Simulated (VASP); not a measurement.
# NaI (strained zincblende), r²SCAN single-point calculation: VASP's output and Ansatz's

POSCAR

```
Na I
 1.0000000000000000
     0.0265739372750000    3.5431916337749998    3.5431916337748124
     3.5431916337749998    0.0265739372750000    3.5431916337748124
     3.5697655710000000    3.5697655710000000   -0.0000000000503750
 Na  I
   1   1
Cartesian
  0.0000000000000858  0.0000000000000858  0.0121567229373078
  1.7848827855124143  1.7848827855124143  1.7594390939375049
```

VASP ran with the recommended PBE PAW datasets (14 valence electrons in the cell).

From OUTCAR

```
k-points           NKPTS =     46   k-points in BZ     NKDIM =     46   number of bands    NBANDS=     14

   NELECT =      14.0000    total number of electrons

   dimension x,y,z NGX =    40 NGY =   40 NGZ =   40
   dimension x,y,z NGXF=    80 NGYF=   80 NGZF=   80

  energy-cutoff  :      520.00
  volume of cell :       88.96
      direct lattice vectors                 reciprocal lattice vectors
     0.026573937  3.543191634  3.543191634    -0.142182075  0.142182075  0.141115709
     3.543191634  0.026573937  3.543191634     0.142182075 -0.142182075  0.141115709
     3.569765571  3.569765571 -0.000000000     0.140065220  0.140065220 -0.141115709

 k-points in reciprocal lattice and weights: KPOINTS created by Atomic Simulation Env
   0.00000000  0.00000000  0.00000000       0.005
   0.16666667  0.00000000 -0.00000000       0.019
   0.33333333  0.00000000 -0.00000000       0.019
   0.50000000  0.00000000  0.00000000       0.009
   0.16666667  0.16666667 -0.00000000       0.009
   0.33333333  0.16666667 -0.00000000       0.019
   0.50000000  0.16666667 -0.00000000       0.019
  -0.33333333  0.16666667  0.00000000       0.019
   ...

 E-fermi :  -1.3902

 k-point     1 :       0.0000    0.0000    0.0000
  band No.  band energies     occupation
      1     -24.3441      2.00000
      2     -24.3438      2.00000
      3     -24.3435      2.00000
      4     -12.1964      2.00000
      5      -1.4819      2.00000
      6      -1.4606      2.00000
      7      -1.4379      2.00000
      8       2.9631      0.00000
      9       7.0385      0.00000
     10       7.1065      0.00000
     11       7.1757      0.00000
     12       8.8087      0.00000
     13       8.8103      0.00000
     14      10.4049      0.00000

 k-point     2 :       0.1667    0.0000   -0.0000
  band No.  band energies     occupation
      1     -24.3447      2.00000
      2     -24.3440      2.00000
      3     -24.3437      2.00000
      4     -12.1621      2.00000
      5      -1.8234      2.00000
      6      -1.5159      2.00000
      7      -1.4899      2.00000
      8       3.5427      0.00000
      9       6.7792      0.00000
     10       7.1904      0.00000
     11       7.2761      0.00000
     12       8.3765      0.00000
     13       8.4106      0.00000
     14       9.8963      0.00000

 k-point     3 :       0.3333    0.0000   -0.0000
  band No.  band energies     occupation
      1     -24.3460      2.00000
      2     -24.3441      2.00000
      3     -24.3439      2.00000
      4     -12.0918      2.00000
      5      -2.4204      2.00000
      6      -1.5813      2.00000
      7      -1.5610      2.00000
      8       4.4062      0.00000
      9       6.5900      0.00000
     10       6.9295      0.00000
     11       6.9929      0.00000
     12       9.0541      0.00000
     13       9.1435      0.00000
     14       9.3810      0.00000

 k-point     4 :       0.5000    0.0000    0.0000
  band No.  band energies     occupation
      1     -24.3466      2.00000
      2     -24.3442      2.00000
      3     -24.3440      2.00000
      4     -12.0558      2.00000
      5      -2.6724      2.00000
      6      -1.6128      2.00000
      7      -1.5951      2.00000
      8       4.6253      0.00000
      9       6.7190      0.00000
     10       6.7362      0.00000
     11       6.7861      0.00000
     12       9.8562      0.00000
     13      10.4113      0.00000
     14      10.5095      0.00000

 k-point     5 :       0.1667    0.1667   -0.0000
  band No.  band energies     occupation
      1     -24.3444      2.00000
      2     -24.3443      2.00000
      3     -24.3439      2.00000
      4     -12.1517      2.00000
      5      -1.8304      2.00000
      6      -1.5912      2.00000
      7      -1.5424      2.00000
      8       3.7238      0.00000
      9       6.4720      0.00000
     10       7.3725      0.00000
     11       7.4549      0.00000
     12       7.5741      0.00000
     13       9.1098      0.00000
     14      11.2421      0.00000

 k-point     6 :       0.3333    0.1667   -0.0000
  band No.  band energies     occupation
      1     -24.3455      2.00000
      2     -24.3444      2.00000
      3     -24.3441      2.00000
      4     -12.0940      2.00000
      5      -2.2556      2.00000
      6      -1.6750      2.00000
      7      -1.6539      2.00000
      8       4.4970      0.00000
      9       6.2113      0.00000
     10       6.6144      0.00000
     11       7.5458      0.00000
     12       8.4347      0.00000
     13       9.6136      0.00000
     14      10.5301      0.00000

 ...

  Total       -0.0383626     -0.0383626     -0.0251365     -0.0345599      0.0000000      0.0000000
  in kB       -0.6909213     -0.6909213     -0.4527157     -0.6224345      0.0000000      0.0000000
  external PRESSURE =      -0.6115195 kB  Pullay stress =       0.0000000 kB

 POSITION                                       TOTAL-FORCE (eV/Angst)
 -----------------------------------------------------------------------------------
      3.56977      3.56977      0.01216        -0.000000     -0.000000     -0.004990
      1.78488      1.78488      1.75944         0.000000      0.000000      0.004990
 -----------------------------------------------------------------------------------
    total drift:                                0.000010      0.000010     -0.010611

  FREE ENERGIE OF THE ION-ELECTRON SYSTEM (eV)
  ---------------------------------------------------
  free  energy   TOTEN  =       -30.9174954852 eV

  energy  without entropy=      -30.9174954852  energy(sigma->0) =      -30.91749549
```

Datasets and cutoffs are each program's own. VASP's cell holds 14 valence electrons and Ansatz's 26. Ansatz's stress includes a Pulay correction; VASP's doesn't.

Question: What does Ansatz give for the same cell and level of theory?

Answer: gap between bands v and c 4.40 eV; least direct gap 4.40 eV; pressure 0.0 GPa.

Ansatz printed

```
SCF 1 converged in 6 iterations: F = -9019.437451 eV  dr2 = 2.12e-9
  greatest PAW one-centre occupation: 1.000 electrons in one spin orbital (limit 2), on the Na atom at site 0 (counted from 0), in its partial waves of l = 0
NSCF: frozen V_eff on 6 k-points
SCF converged after 6 iterations
Free energy (F): -9019.437451 eV
Harris-Foulkes:  -9019.437451 eV  (|F-HF|=2.00e-11)
Internal energy: -9019.437451 eV  (E = F + TS)
E sigma→0 (E₀):  -9019.437451 eV
Fermi energy:    0.259581 eV
--- Per-component energies (eV) ---
  E_band       = -694.524151
  E_kinetic    = 309.428374
  E_local      = -3867.850048  (includes V_loc(G=0)·N_el)
  E_nonlocal   = 26.071605
  E_hartree    = 1750.887744
  E_xc         = -157.541621
  E_vxc        = -195.022063  (∫ρ·V_xc dr)
  E_paw        = -5107.514872  (= ΣΔE_a)
  E_vpaw       = -482.342840  (= ΣTr[D̂ρ^β])
  E_aug_tail   = -0.000032  (compensation charges beyond the density's cutoff)
  E_vtau       = 13.417796  (kinetic-family band-sum trace: ∫τ·v_τ [+ j·A + Jᵃ·Aᵃ] dr)
  E_ewald      = -1972.965388
  E_core_change = 0.046786  (= ΣΔE_core)
  E_smearing   = -0.000000  (= −TS)
  E_closure    = 0.000000  (closes the sum)
  Σ components = -9019.437451   (vs F -9019.437451, Δ=0.00e0)
--- Forces (eV/Å), atoms counted from 1 ---
  atom   1  Na     0.00000000     0.00000000     0.00060690
  atom   2  I     -0.00000000    -0.00000000    -0.00070812
  max |Σ_I F_I| component: 1.01e-4 eV/Å
--- Stress (GPa, compression-positive) ---
        0.008900      -0.045906       0.000000
       -0.045906       0.008900       0.000000
        0.000000       0.000000       0.007274
  P = ⅓ Tr σ = 0.0084 GPa (0.084 kbar)
--- Band table (eV; the first three rows and the last of 46) ---
  k-point 0: bands = ["-52.1305", "-43.2657", "-43.2653", "-43.2644", "-43.2620", "-43.2618", "-22.5401", "-22.5396", "-22.5390", "-10.4972", "0.2157", "0.2369", "0.2596", "4.6554", "8.7522", "8.8218", "8.8914"]
  k-point 1: bands = ["-52.1305", "-43.2657", "-43.2653", "-43.2644", "-43.2620", "-43.2618", "-22.5402", "-22.5400", "-22.5393", "-10.4643", "-0.1496", "0.1979", "0.2248", "5.2322", "8.4243", "8.9444", "9.0309"]
  k-point 2: bands = ["-52.1305", "-43.2657", "-43.2652", "-43.2644", "-43.2620", "-43.2618", "-22.5413", "-22.5404", "-22.5396", "-10.3968", "-0.7393", "0.1360", "0.1578", "6.1061", "8.2477", "8.6993", "8.7640"]
  k-point 45: bands = ["-52.1305", "-43.2656", "-43.2653", "-43.2643", "-43.2620", "-43.2618", "-22.5425", "-22.5409", "-22.5399", "-10.3146", "-0.8837", "-0.1949", "-0.1342", "5.8157", "7.0972", "10.0772", "11.4461"]
```
